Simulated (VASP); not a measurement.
**VASP 6.6.1 run: BeS**

INCAR

```
ALGO = Eigenval
GGA = PE
NBANDS = 11
NELM = 81
LASPH = .TRUE.
IBRION = -1
ENCUT = 520
ISMEAR = -1
LREAL = .FALSE.
PREC = Accurate
NSW = 0
EDIFF = 1E-7
LWAVE = .FALSE.
ISIF = 2
LCHARG = .FALSE.
SIGMA = 0.02
```

KPOINTS

```
KPOINTS created by Atomic Simulation Environment
0
Gamma
10 10 10
0 0 0
```

POSCAR

```
Be S
 1.0000000000000000
    -0.0000000000000000    2.4343066358540955    2.4343066358540955
     2.4343066358540955    0.0000000000000000    2.4343066358540955
     2.4343066358540955    2.4343066358540955    0.0000000000000000
 Be  S
   1   1
Cartesian
  0.0000000000000000  0.0000000000000000  0.0000000000000000
  1.2171533179270477  1.2171533179270477  1.2171533179270477
```

The recommended PBE PAW datasets give the neutral cell 8 valence electrons.

Command

```
mpirun -np 1 vasp_std
```

OSZICAR

```
N       E                     dE             d eps       ncg     rms          rms(c)
EIG:   1     0.601104640056E+03    0.60110E+03    0.00000E+00     0   0.000E+00
EIG:   2     0.601104640056E+03   -0.49340E-10    0.00000E+00     0   0.000E+00
EIG:   3     0.601104640056E+03    0.11823E-10    0.00000E+00     0   0.000E+00
EIG:   4     0.601104640056E+03    0.45475E-12    0.00000E+00     0   0.000E+00
EIG:   5     0.601104640056E+03    0.70486E-11    0.00000E+00     0   0.000E+00    0.148E+02
EIG:   6     0.615228927340E+03    0.14124E+02    0.00000E+00     0   0.000E+00    0.888E+01
EIG:   7     0.627658182679E+03    0.12429E+02    0.00000E+00     0   0.000E+00    0.234E+00
EIG:   8     0.627870233977E+03    0.21205E+00    0.00000E+00     0   0.000E+00    0.242E-01
EIG:   9     0.627872538717E+03    0.23047E-02    0.00000E+00     0   0.000E+00    0.282E-02
EIG:  10     0.627872568010E+03    0.29294E-04    0.00000E+00     0   0.000E+00    0.171E-03
EIG:  11     0.627872567239E+03   -0.77093E-06    0.00000E+00     0   0.000E+00    0.113E-03
EIG:  12     0.627872567172E+03   -0.66866E-07    0.00000E+00     0   0.000E+00
   1 F= 0.62787257E+03 E0= 0.62787373E+03  d E =-.231695E-02
```

Standard output (part)

```
POSCAR found type information on POSCAR BeS
 POSCAR found :  2 types and       2 ions
 LDA part: xc-table for (Slater+PW92), standard interpolation
 POSCAR, INCAR and KPOINTS ok, starting setup
 WAVECAR not read
 entering main loop
|     Your highest band is occupied at some k-points! Unless you are          |
|     performing a calculation for an insulator or semiconductor, without     |
|     unoccupied bands, you have included TOO FEW BANDS!! Please increase     |
|     the parameter NBANDS in file INCAR to ensure that the highest band      |
|     is unoccupied at all k-points. It is always recommended to include      |
|     a few unoccupied bands to accelerate the convergence of                 |
|     molecular-dynamics runs (even for insulators or semiconductors),        |
|     since the presence of unoccupied bands improves wavefunction            |
|     prediction and helps to suppress 'band-crossings'.                      |
```

It converged. Results: gap between bands v and c on the k mesh -11.81 eV (bands overlap: a metal); least direct gap on the k mesh 1.49 eV; pressure 1919.9 GPa. Band v is the last that the valence electrons fill when counted band by band, and c is the next.

Question: Find the fault in these files.

Answer: No self-consistency without orbitals. On sound settings PBE gives a gap of 3.14 eV on its mesh and a pressure of 0.4 GPa for the intended cell. This run's energy (σ→0) differs from it by 318944 meV an atom.
